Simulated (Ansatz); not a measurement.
**InSe under changes of volume**

One of the cells (29.237 Å³/atom); the others are scaled copies at fixed shape and fractional positions:

```
In Se
1.0
     2.00000    1.15470    8.44000
    -2.00000    1.15470    8.44000
     0.00000   -2.30940    8.44000
In Se
2 2
Direct
  0.88860 0.88860 0.88860
  0.00000 0.00000 0.00000
  0.17190 0.17190 0.17190
  0.38350 0.38350 0.38350
```

```yaml
Program: Ansatz 0.2.0
Functional: PBE
Potentials_or_basis: all-electron LAPW, scalar-relativistic
Cutoff: 273 eV (chosen from the basis error)
Basis_error_allowed: 0.001 eV/atom
k_mesh: 8 × 8 × 8
Occupations: fermi-dirac, width 0.05 eV
Spin: no spin polarisation
```

```tsv
volume (Å³/atom)	energy over the lowest point (meV/atom)	pressure (GPa)	gap on the mesh (eV)	largest force (eV/Å)
27.483	?	?	?	?
28.068	42.51	5.3	0.56	0.594
28.652	25.74	3.9	0.50	0.451
29.237	13.56	2.8	0.45	0.365
29.822	5.48	1.7	0.39	0.284
30.406	1.09	0.7	0.35	0.208
30.991	0.00	-0.1	0.30	0.174
```

Q: What does the run at 27.483 Å³/atom give?

A: Energy over the lowest point 64.39 meV/atom; pressure 6.8 GPa; gap on the mesh 0.62 eV; largest force 0.782 eV/Å.

Worked out: A Birch-Murnaghan fit of order 3 (a polynomial in V^(-2/3)) to the other rows has its minimum at 30.91 Å³/atom with B0 = V·E''(V) = 43 GPa and B' = 4.8 at fixed shape and positions, which overstates the stiffness. It gives 64.44 meV/atom at 27.483 Å³/atom, against the run's 64.39, and -dE/dV = 6.8 GPa, against 6.8. A straight line through the other rows of the gap, of slope -2.61 eV per unit of ln V (its deformation potential), extrapolates to 0.61 eV, against the run's 0.62.

Energies are extrapolated to zero smearing.

Caveats: spin-orbit coupling is left out, which moves the levels of the heavy elements.

A mesh can miss the band edges.
